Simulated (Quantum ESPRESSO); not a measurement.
A run of Quantum ESPRESSO 7.5:

The input pw.in:

```
&CONTROL
  calculation = 'scf'
  prefix = 'pwscf'
  outdir = './tmp'
  pseudo_dir = './pseudo'
  tprnfor = .true.
  tstress = .true.
  disk_io = 'low'
/
&SYSTEM
  ibrav = 0
  nat = 2
  ntyp = 2
  ecutwfc = 80
  nbnd = 22
  occupations = 'smearing'
  smearing = 'fd'
  degauss = 0.00367493
/
&ELECTRONS
  conv_thr = 4d-10
  electron_maxstep = 120
  mixing_beta = 0.5
/
ATOMIC_SPECIES
Pb   207.2000 Pb.upf
Te   127.6000 Te.upf
CELL_PARAMETERS angstrom
   0.0000000000    3.2310000000    3.2310000000
   3.2310000000    0.0000000000    3.2310000000
   3.2310000000    3.2310000000    0.0000000000
ATOMIC_POSITIONS crystal
Pb     0.0000000000    0.0000000000    0.0000000000
Te     0.5000000000    0.5000000000    0.5000000000
K_POINTS automatic
2 2 2 1 1 1
```

relax.in

```
&CONTROL
  calculation = 'vc-relax'
  prefix = 'pwscf'
  outdir = './tmp'
  pseudo_dir = './pseudo'
  tprnfor = .true.
  tstress = .true.
  disk_io = 'low'
  nstep = 40
  forc_conv_thr = 0.0001
  etot_conv_thr = 1d-06
/
&SYSTEM
  ibrav = 0
  nat = 2
  ntyp = 2
  ecutwfc = 80
  nbnd = 22
  occupations = 'smearing'
  smearing = 'fd'
  degauss = 0.00367493
/
&ELECTRONS
  conv_thr = 4d-10
  electron_maxstep = 120
  mixing_beta = 0.5
/
&IONS
  ion_dynamics = 'bfgs'
/
&CELL
  cell_dynamics = 'bfgs'
  press = 0
  press_conv_thr = 0.2
/
ATOMIC_SPECIES
Pb   207.2000 Pb.upf
Te   127.6000 Te.upf
CELL_PARAMETERS angstrom
   0.0000000000    3.2310000000    3.2310000000
   3.2310000000    0.0000000000    3.2310000000
   3.2310000000    3.2310000000    0.0000000000
ATOMIC_POSITIONS crystal
Pb     0.0000000000    0.0000000000    0.0000000000
Te     0.5000000000    0.5000000000    0.5000000000
K_POINTS automatic
2 2 2 1 1 1
```

The input scf2.in:

```
&CONTROL
  calculation = 'scf'
  prefix = 'pwscf'
  outdir = './tmp'
  pseudo_dir = './pseudo'
  tprnfor = .true.
  tstress = .true.
  disk_io = 'low'
/
&SYSTEM
  ibrav = 0
  nat = 2
  ntyp = 2
  ecutwfc = 80
  nbnd = 22
  occupations = 'fixed'
/
&ELECTRONS
  conv_thr = 1d-13
  electron_maxstep = 120
  mixing_beta = 0.5
  startingpot = 'file'
  startingwfc = 'file'
/
ATOMIC_SPECIES
Pb   207.2000 Pb.upf
Te   127.6000 Te.upf
CELL_PARAMETERS angstrom
   0.0000000000    3.1798614566    3.1798614566
   3.1798614566    0.0000000000    3.1798614566
   3.1798614566    3.1798614566    0.0000000000
ATOMIC_POSITIONS crystal
Pb     0.0000000000    0.0000000000    0.0000000000
Te     0.5000000000    0.5000000000    0.5000000000
K_POINTS automatic
2 2 2 1 1 1
```

File ph.in:

```
raman of TePb
&INPUTPH
  prefix = 'pwscf'
  outdir = './tmp'
  tr2_ph = 1d-16
  fildyn = 'dyn'
  niter_ph = 60
  alpha_mix(1) = 0.7
  epsil = .true.
/
0.0000000000 0.0000000000 0.0000000000
```

The input dynmat.in:

```
&INPUT
  fildyn = 'dyn'
  asr = 'crystal'
  lperm = .true.
  filout = 'dynmat.disp'
  fileig = 'dynmat.eig'
/
```

File dynmat_lo.in:

```
&INPUT
  fildyn = 'dyn'
  asr = 'crystal'
  filout = 'dynmat_lo.disp'
  fileig = 'dynmat_lo.eig'
  q(1) = 0
  q(2) = 0
  q(3) = 1
/
```

File scf_1x+.in:

```
&CONTROL
  calculation = 'scf'
  prefix = 'pwscf'
  outdir = './tmp'
  pseudo_dir = './pseudo'
  tprnfor = .true.
  disk_io = 'low'
/
&SYSTEM
  ibrav = 0
  nat = 2
  ntyp = 2
  ecutwfc = 80
  nbnd = 22
  occupations = 'fixed'
/
&ELECTRONS
  conv_thr = 1d-12
  electron_maxstep = 120
  mixing_beta = 0.5
/
ATOMIC_SPECIES
Pb   207.2000 Pb.upf
Te   127.6000 Te.upf
CELL_PARAMETERS angstrom
   0.0000000000    3.1798614566    3.1798614566
   3.1798614566    0.0000000000    3.1798614566
   3.1798614566    3.1798614566    0.0000000000
ATOMIC_POSITIONS crystal
Pb    -0.0023585933    0.0023585933    0.0023585933
Te     0.5000000000    0.5000000000    0.5000000000
K_POINTS automatic
2 2 2 1 1 1
```

Contents of eps_1x+.in:

```
dielectric tensor, atom 1 moved
&INPUTPH
  prefix = 'pwscf'
  outdir = './tmp'
  tr2_ph = 1d-15
  epsil = .true.
  trans = .false.
  zeu = .false.
/
0.0 0.0 0.0
```

scf_1x-.in

```
&CONTROL
  calculation = 'scf'
  prefix = 'pwscf'
  outdir = './tmp'
  pseudo_dir = './pseudo'
  tprnfor = .true.
  disk_io = 'low'
/
&SYSTEM
  ibrav = 0
  nat = 2
  ntyp = 2
  ecutwfc = 80
  nbnd = 22
  occupations = 'fixed'
/
&ELECTRONS
  conv_thr = 1d-12
  electron_maxstep = 120
  mixing_beta = 0.5
/
ATOMIC_SPECIES
Pb   207.2000 Pb.upf
Te   127.6000 Te.upf
CELL_PARAMETERS angstrom
   0.0000000000    3.1798614566    3.1798614566
   3.1798614566    0.0000000000    3.1798614566
   3.1798614566    3.1798614566    0.0000000000
ATOMIC_POSITIONS crystal
Pb     0.0023585933   -0.0023585933   -0.0023585933
Te     0.5000000000    0.5000000000    0.5000000000
K_POINTS automatic
2 2 2 1 1 1
```

Contents of eps_1x-.in:

```
dielectric tensor, atom 1 moved
&INPUTPH
  prefix = 'pwscf'
  outdir = './tmp'
  tr2_ph = 1d-15
  epsil = .true.
  trans = .false.
  zeu = .false.
/
0.0 0.0 0.0
```

Potentials or basis: PseudoDojo 0.4.1 SR PBEsol standard.

The run is started by

```bash
$ OMP_NUM_THREADS=1 pw.x -in pw.in > pw.out
$ OMP_NUM_THREADS=1 pw.x -in relax.in > relax.out
$ OMP_NUM_THREADS=1 pw.x -in scf2.in > scf2.out
$ OMP_NUM_THREADS=1 ph.x -in ph.in > ph.out
$ OMP_NUM_THREADS=1 dynmat.x -in dynmat.in > dynmat.out
$ OMP_NUM_THREADS=1 dynmat.x -in dynmat_lo.in > dynmat_lo.out
$ OMP_NUM_THREADS=1 pw.x -in scf_1x+.in > scf_1x+.out
$ OMP_NUM_THREADS=1 ph.x -in eps_1x+.in > eps_1x+.out
$ OMP_NUM_THREADS=1 pw.x -in scf_1x-.in > scf_1x-.out
$ OMP_NUM_THREADS=1 ph.x -in eps_1x-.in > eps_1x-.out
$ OMP_NUM_THREADS=1 pw.x -in scf_1y+.in > scf_1y+.out
$ OMP_NUM_THREADS=1 ph.x -in eps_1y+.in > eps_1y+.out
$ OMP_NUM_THREADS=1 pw.x -in scf_1y-.in > scf_1y-.out
$ OMP_NUM_THREADS=1 ph.x -in eps_1y-.in > eps_1y-.out
$ OMP_NUM_THREADS=1 pw.x -in scf_1z+.in > scf_1z+.out
$ OMP_NUM_THREADS=1 ph.x -in eps_1z+.in > eps_1z+.out
$ OMP_NUM_THREADS=1 pw.x -in scf_1z-.in > scf_1z-.out
$ OMP_NUM_THREADS=1 ph.x -in eps_1z-.in > eps_1z-.out
```

Hardware: 1 thread of Arm Neoverse V2, with other jobs on the host.

Question: Estimate the wall time of this run.

Answer: Wall time 7 min on 1 thread of Arm Neoverse V2, with other jobs on the host, peak memory 0.12 GiB. Counts: scf iterations 78, k pools 1, bands 22, ion steps 6, k points 2, g dense 44039.
